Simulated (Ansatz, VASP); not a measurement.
**Hf: VASP beside Ansatz**

The input INCAR:

```
SYSTEM = Hf
ALGO     = Normal         ! electronic algorithm
EDIFF    = 1E-6           ! SCF threshold, eV
EDIFFG   = -0.01          ! ionic threshold
ENCUT    = 600            ! plane-wave cutoff, eV
GGA      = PS             ! functional
IBRION   = 2              ! ionic algorithm
ISIF     = 3              ! what is computed and relaxed
ISMEAR   = 0              ! smearing method
LASPH    = .TRUE.         ! aspherical terms in the spheres
LCHARG   = .FALSE.        ! write CHGCAR
LREAL    = .FALSE.        ! projectors in reciprocal space
LWAVE    = .FALSE.        ! write WAVECAR
NELM     = 100            ! most SCF steps
NSW      = 80             ! ionic steps
PREC     = Accurate       ! precision mode
SIGMA    = 0.1            ! smearing width, eV
```

KPOINTS

```
k-points
0
G
  16 16 16
  0 0 0
```

Contents of POSCAR:

```
Hf
1.0
   -1.7464481133      1.7464481133      1.7464481133
    1.7464481133     -1.7464481133      1.7464481133
    1.7464481133      1.7464481133     -1.7464481133
Hf
1
Direct
    0.0000000000      0.0000000000      0.0000000000
```

Input for Ansatz:

```yaml
crystal:
  lattice:
    - [-1.7464481133, 1.7464481133, 1.7464481133]
    - [1.7464481133, -1.7464481133, 1.7464481133]
    - [1.7464481133, 1.7464481133, -1.7464481133]
  atoms:
    - { symbol: Hf, position: [0.0, 0.0, 0.0] }
basis:
  ecutwfc: 420
kpoints:
  mp_grid: { grid: [16, 16, 16] }
hamiltonian:
  xc: pbesol
scf:
  occupations: { method: gaussian, width: 0.1 }
output:
  forces: true
  stress: true
  eigenvalues: true
relax:
  adjacent_minimum: "off"
  f_tol: 0.01
  max_steps: 60
  cell: { stress_tol: 0.1 }
```

Alike in both runs: task relaxation of cell and atoms; functional PBEsol; k mesh 16 × 16 × 16; occupations gaussian, width 0.1 eV; no spin polarisation.

```csv
,VASP,Ansatz
version,VASP 6.6.1,Ansatz 0.2.0
potentials or method,"VASP PAW PBE potentials, release 64 (Hf_pv)","scalar-relativistic, plane waves, PAW"
plane-wave cutoff (eV),600,420
valence electrons in the cell,10,26
```

|  | VASP | Ansatz | Ansatz less VASP |
| --- | --- | --- | --- |
| gap on the k mesh at the Fermi level, each at its own relaxed structure (eV) | none | none | - |
| relaxed volume (Å³/atom) | 21.22 | 21.27 | +0.051 |
| relaxed cell length with the largest relative difference (Å) | 3.021 | 3.023 | +0.0024 |

A gap of «none» marks a metal or a gap that the smearing closes. The two sets of potentials don't hold the same shells in valence.

Caveats: the PAW data sets were made with another functional, which shifts forces and pressure a little (VASP). Spin-orbit coupling is left out, which matters for the levels of Hf.
